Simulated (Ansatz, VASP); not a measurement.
**One calculation of Al, two programs**

File INCAR:

```
SYSTEM = Al
ALGO = Normal
EDIFF = 1E-7
ENCUT = 520
GGA = PE
ISIF = 2
ISMEAR = -1
LASPH = .True.
LCHARG = .False.
LREAL = .False.
LWAVE = .False.
NBANDS = 10
NELM = 80
PREC = Accurate
SIGMA = 0.05
```

File KPOINTS:

```
k-points
0
Gamma
  16 16 16
  0 0 0
```

File POSCAR:

```
Al
1.0
   -2.3227135956      2.3227135956      1.2097499687
    2.3227135956     -2.3227135956      1.2097499687
    2.3227135956      2.3227135956     -1.2097499687
Al
2
Direct
   -0.3750000000     -0.1250000000     -0.2500000000
    0.3750000000      0.1250000000      0.2500000000
```

Input for Ansatz:

```yaml
crystal:
  lattice:
    - [-2.3227135956, 2.3227135956, 1.2097499687]
    - [2.3227135956, -2.3227135956, 1.2097499687]
    - [2.3227135956, 2.3227135956, -1.2097499687]
  atoms:
    - { symbol: Al, position: [-0.375, -0.125, -0.25] }
    - { symbol: Al, position: [0.375, 0.125, 0.25] }
kpoints:
  mp_grid: { grid: [16, 16, 16] }
scf:
  occupations: { method: fermi_dirac, width: 0.05 }
hamiltonian:
  xc: pbe
  pseudopotentials: { kind: all_electron, lapw: { basis_error: 0.001 } }
output:
  forces: true
  stress: true
  eigenvalues: true
  populations: true
```

Change from the starting cell: volume scaled by 0.68, LAPW.

Alike in both runs: task single point; functional PBE; k mesh 16 × 16 × 16; occupations fermi-dirac, width 0.05 eV; no spin polarisation.

|  | VASP | Ansatz |
| --- | --- | --- |
| version | VASP 6.6.1 | Ansatz 0.2.0 |
| potentials or method | VASP PAW PBE potentials, release 64 (Al) | all-electron LAPW, scalar-relativistic |
| plane-wave cutoff (eV) | 520 | see its input |

```tsv
	VASP	Ansatz	Ansatz less VASP
pressure (GPa)	51.5	51.1	-0.33
```

Ansatz ran all-electron here, so the differences hold the error of VASP's frozen core and of both bases.

Caveats: so large a pressure means that the cell lies far from this level's equilibrium, or that cutoff or potentials fall short (VASP).
